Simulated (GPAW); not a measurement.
Write an ASE script for GPAW 26.7.0 that does the following.

```
Task                : relaxation of cell and atoms
Functional          : RPBE
Dispersion          : D3(BJ)
Potentials or basis : the program's PAW data sets (release 1.2.1) made for this functional
Cutoff              : 600 eV
Basis               : pw
k mesh              : 8 × 8 × 8
Occupations         : fermi-dirac, width 0.05 eV
Spin                : no spin polarisation
Target pressure     : -2 GPa
Maxiter             : 150
Optimizer           : BFGS
Fmax                : 0.02 eV/Å
Max steps           : 40
Target pressure     : -2 GPa
Convergence         : density=1e-05 forces=0.0001
```

The structure of InP lies in InP.xyz:

```xyz
2
Lattice="0.0000000000 2.9305000000 2.9305000000 2.9305000000 0.0000000000 2.9305000000 2.9305000000 2.9305000000 0.0000000000" Properties=species:S:1:pos:R:3 pbc="T T T"
In     0.0000000000      0.0000000000      0.0000000000
P      4.3957500000      4.3957500000      4.3957500000
```

One way to write it, as run:

run.py

```python
from ase.calculators.mixing import SumCalculator
from ase.filters import FrechetCellFilter
from ase.io import read, write
from ase.optimize import BFGS
from ase.units import GPa
from dftd3.ase import DFTD3
from gpaw import GPAW, PW

atoms = read('InP.xyz')

calc = GPAW(mode=PW(600),
            xc='RPBE',
            kpts={'size': (8, 8, 8), 'gamma': True},
            occupations={'name': 'fermi-dirac', 'width': 0.05},
            nbands=18,
            convergence={'density': 1e-05, 'forces': 0.0001},
            maxiter=150,
            txt='gpaw.txt')
atoms.calc = SumCalculator([calc, DFTD3(method='rpbe', damping='d3bj')])
opt = BFGS(FrechetCellFilter(atoms, scalar_pressure=-2 * GPa), trajectory='relax.traj', logfile='-')
done = opt.run(fmax=0.02, steps=40)
calc.write('gs.gpw')
write('result.traj', atoms)
print('Converged:', done)
print('Cell:', atoms.cell.cellpar().round(4))
print('Volume:', round(atoms.get_volume(), 4))
print(atoms.get_scaled_positions().round(5))
```

Potentials or basis: the program's PAW data sets (release 1.2.1) made for this functional, pw.

Launch:

```sh
$ OMP_NUM_THREADS=1 python run.py
```

Results of the run:

The relaxed volume is 23.85 Å³/atom. The relaxed cell is a = 4.071 Å, b = 4.071 Å, c = 4.071 Å, α = 60.00°, β = 60.00°, γ = 60.00°. The space group after relaxing (to 0.05 Å) is F-43m (No. 216) and the energy change on relaxing (the enthalpy is what falls) is -31.1 meV/atom. The ionic steps are 4. The pressure after relaxing is -2.0 GPa. The band gap on the k mesh is 1.14 eV, direct and the dispersion energy per atom is -1.504 eV.

Caveat: later steps reuse the first step's grids; spin-orbit coupling is left out, which moves the levels of the heavy elements.

Wall time 62 s on 1 thread of Arm Neoverse V1, on a shared host, peak memory 0.22 GiB.
